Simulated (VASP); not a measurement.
# Ir: single point with LDA

Crystal: Ir.

```
CELL_PARAMETERS angstrom
2.70530 0.00000 0.00000
-1.35265 2.34286 0.00000
0.00000 0.00000 4.39105
ATOMIC_POSITIONS crystal
Ir 0.33333 0.66667 0.25000
Ir 0.66667 0.33333 0.75000
```

This isn't the form of Ir at room conditions, which is fcc.

| Item | Value |
| --- | --- |
| Program | VASP 6.6.1 |
| Task | single point |
| Functional | LDA |
| Potentials or basis | VASP PAW LDA potentials, release 64 (Ir) |
| Cutoff | 520 eV |
| k mesh | 13 × 13 × 7 |
| Occupations | fermi-dirac, width 0.1 eV |
| Spin | non-collinear spin, zero start, spin-orbit coupling |
| Starting moments | [[0.0, 0.0, 0.0], [0.0, 0.0, 0.0]] μB |
| Dipole correction | no |
| Further INCAR settings | ALGO = Fast; EDIFF = 1e-06; NBANDS = 30 |

```json
{"Pressure": "3.5 GPa", "Net moment": "0.00 μB per cell", "Valence electrons inside the program's atomic spheres": "Ir 8.48"}
```

Stress tensor (GPa, compression positive):
```
3.29 0.00 0.00
0.00 3.29 0.00
0.00 0.00 3.83
```

Moments on the atoms (μB; x, y, z):
```
Ir  0.00 0.00 0.00
Ir  0.00 0.00 0.00
```

Wall time 2.9 min on 1 thread of Intel(R) Xeon(R) Platinum 8259CL CPU @ 2.50GHz (Skylake/Cascade Lake), on a shared host, peak memory 0.24 GiB.
